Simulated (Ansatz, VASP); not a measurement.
Ta2N in VASP and in Ansatz

File INCAR:

```
PREC     = Accurate       # precision mode
ENCUT    = 520            # plane-wave cutoff, eV
EDIFF    = 1E-6           # SCF threshold, eV
ISMEAR   = -1             # smearing method
SIGMA    = 0.05           # smearing width, eV
LREAL    = False          # projectors in reciprocal space
LASPH    = True           # aspherical terms in the spheres
NELM     = 100            # most SCF steps
ALGO     = Normal         # electronic algorithm
ISIF     = 2              # what is computed and relaxed
LWAVE    = False          # write WAVECAR
LCHARG   = False          # write CHGCAR
LMAXMIX  = 4              # l up to which the mixer works
METAGGA  = R2SCAN         # meta-GGA
LMIXTAU  = True         
NBANDS   = 20             # bands
```

The input KPOINTS:

```
regular mesh
0
Gamma
  7 7 5
```

Contents of POSCAR:

```
Ta2N
1.0
    3.1128615060      0.0000000000      0.0000000000
   -1.5564307530      2.6958171426      0.0000000000
    0.0000000000      0.0000000000      4.8698410000
Ta N
2 1
Direct
    0.3333333333      0.6666666667      0.2547110000
    0.6666666667      0.3333333333      0.7452890000
    0.0000000000      0.0000000000      0.0000000000
```

The input KPOINTS_OPT:

```
path GMKGALHA,LM,KH
20
line-mode
reciprocal
 0.0000000000  0.0000000000  0.0000000000  G
 0.5000000000  0.0000000000  0.0000000000  M

 0.5000000000  0.0000000000  0.0000000000  M
 0.3333333333  0.3333333333  0.0000000000  K

 0.3333333333  0.3333333333  0.0000000000  K
 0.0000000000  0.0000000000  0.0000000000  G

 0.0000000000  0.0000000000  0.0000000000  G
 0.0000000000  0.0000000000  0.5000000000  A

 0.0000000000  0.0000000000  0.5000000000  A
 0.5000000000  0.0000000000  0.5000000000  L

 0.5000000000  0.0000000000  0.5000000000  L
 0.3333333333  0.3333333333  0.5000000000  H

 0.3333333333  0.3333333333  0.5000000000  H
 0.0000000000  0.0000000000  0.5000000000  A

 0.5000000000  0.0000000000  0.5000000000  L
 0.5000000000  0.0000000000  0.0000000000  M

 0.3333333333  0.3333333333  0.0000000000  K
 0.3333333333  0.3333333333  0.5000000000  H
```

The input input.yaml:

```yaml
crystal:
  lattice:
    - [3.112861506, 0.0, 0.0]
    - [-1.556430753, 2.6958171426, 0.0]
    - [0.0, 0.0, 4.869841]
  atoms:
    - { symbol: Ta, position: [0.3333333333, 0.6666666667, 0.254711] }
    - { symbol: Ta, position: [0.6666666667, 0.3333333333, 0.745289] }
    - { symbol: "N", position: [0.0, 0.0, 0.0] }
hamiltonian:
  xc: r2scan
  pseudopotentials: { kind: paw }
kpoints:
  mp_grid: { grid: [7, 7, 5] }
  band_path:
    path:
      - [[0.0, 0.0, 0.0], [0.5, 0.0, 0.0], [0.3333333333, 0.3333333333, 0.0], [0.0, 0.0, 0.0], [0.0, 0.0, 0.5], [0.5, 0.0, 0.5], [0.3333333333, 0.3333333333, 0.5], [0.0, 0.0, 0.5]]
      - [[0.5, 0.0, 0.5], [0.5, 0.0, 0.0]]
      - [[0.3333333333, 0.3333333333, 0.0], [0.3333333333, 0.3333333333, 0.5]]
    npoints: 14
scf:
  occupations: { method: fermi_dirac, width: 0.05 }
  n_extra_bands: 7
output:
  forces: true
  stress: true
  eigenvalues: true
  fatbands: true
```

The cell comes from a database or a generator and needn't be the stable form of this composition.

Alike in both runs: task band structure; functional r2SCAN; k mesh 7 × 7 × 5; occupations fermi-dirac, width 0.05 eV; no spin polarisation.

|  | VASP | Ansatz |
| --- | --- | --- |
| version | VASP 6.6.1 | Ansatz 0.2.0 |
| potentials or method | VASP PAW PBE potentials, release 64 (Ta_pv, N) | Ansatz PAW |
| plane-wave cutoff (eV) | 520 | 500 |
| valence electrons in the cell | 27 | 31 |

VASP gave:

| Property | Result |
| --- | --- |
| gap on the k mesh at the Fermi level (eV) | none |
| pressure (GPa) | -4.1 |
| largest component of the traceless stress (GPa) | 0.57 |
| rms of the force components (eV/Å) | 0.110 |

Question: Which values does Ansatz return?

Answer: gap on the k mesh at the Fermi level (eV): none; pressure (GPa): -5.1; largest component of the traceless stress (GPa): 0.75; rms of the force components (eV/Å): 0.078.

Atom by atom the forces differ by 0.032 eV/Å (rms over components). A gap of «none» marks a metal or a gap that the smearing closes. With one functional, cell and mesh, what is left measures potentials, basis and numerics. The two sets of potentials don't hold the same shells in valence.

Caveats: spin-orbit coupling is left out, which moves the levels of the heavy elements; the PAW data sets were made with another functional, which shifts forces and pressure a little (VASP); the PAW data sets come from PBE, with cores solved anew for the run's functional, which leaves a small shift of forces and pressure (Ansatz).
